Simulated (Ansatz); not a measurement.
## Se as a strained film

Theory: Ansatz 0.2.0, DFT r2SCAN, scalar-relativistic, plane waves, PAW. Run with 500 eV cutoff, 9×9×6 k-mesh, Gaussian smearing of 0.02 eV, no spin polarisation.

The relaxed crystal:

```
CELL_PARAMETERS angstrom
4.49689 0.00000 0.00000
-2.24844 3.89442 0.00000
0.00000 0.00000 4.99619
ATOMIC_POSITIONS crystal
Se 0.21741 0.00000 0.16667
Se 0.00000 0.21741 0.83333
Se 0.78259 0.78259 0.50000
```

The a-b plane is strained alike in both directions, as on a substrate, while c and the atoms relax within the symmetry that the strain leaves. Stress is positive in compression; energies are free energies at the smearing used, per atom.

| strain (%) | c (Å) | σ in plane (GPa) | ΔE (meV/atom) |
| --- | --- | --- | --- |
| -2.0 | 5.0316 | 0.34 | 1.28 |
| +0.0 | 4.9962 | 0.03 | 0.00 |
| +2.0 | 4.9645 | -0.23 | 0.74 |

Task: Get the biaxial modulus twice, from the stresses and from the energies of the innermost pair.

Result: From stress: M = −Δσ/Δε = (0.34 − (-0.23)) / 0.040 = 14 GPa. Two in-plane directions each store σε/2, so the energy density is Mε²: M = (mean ΔE)/(V ε²) = 1.01 meV / (29.166 Å³ × 0.020²) × 0.16022 GPa Å³/meV = 14 GPa. The two agree.

Task: How does c respond, and up to what thickness can a film with 1 % or 2 % misfit stay coherent on a thick substrate?

Result: c answers with ε_c = −0.34 ε. In an isotropic solid that ratio is 2ν/(1 − ν), so ν = r/(2 + r) = 0.14. A film of thickness h stores Mε²h per area, 1.4 mJ/m² per nm at 1 %. The Matthews–Blakeslee balance for pure edge misfit dislocations, h = b/(8πf(1 + ν)) × (ln(h/b) + 1), with b taken as the in-plane vector a = 4.50 Å, solved by iteration, gives 5.5 nm at f = 1 % and 1.9 nm at 2 %. This is an isotropic estimate in which the moduli cancel; the real Burgers vector, glide system, anisotropy and slow kinetics can shift it by a factor of a few, mostly upward.